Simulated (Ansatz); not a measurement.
The system is Br.

```xyz
4
Lattice="3.3632 -2.3226 0.0000 3.3632 2.3226 0.0000 0.0000 0.0000 8.7023" Properties=species:S:1:pos:R:3 pbc="T T T"
Br    3.3632    0.6266    3.3948
Br    3.3632    1.6959    7.7459
Br    3.3632   -0.6266    5.3075
Br    3.3632   -1.6959    0.9564
```

Program: Ansatz 0.2.0. Alike in all runs: potentials or basis Ansatz PAW; cell as given; cutoff (eV) 420. Hardware: 2 threads of Intel(R) Xeon(R) 6975P-C (Granite Rapids), with other jobs on the host.

**Question.** Order these runs on this cell by their wall time, lowest first.
A. task band structure; level revPBE; spin off; k mesh 7 × 7 × 3; smearing fermi-dirac 0.05 eV; points for each segment of the path 14
B. task band structure; level PBEsol; spin SOC, no magnetisation; k mesh 5 × 5 × 3; smearing fermi-dirac 0.05 eV; points for each segment of the path 14
C. task single point; level PBE; spin off; k mesh 7 × 7 × 3; smearing gaussian 0.012 eV

**Answer.** C (1.3 s), A (7 s), B (69 s).
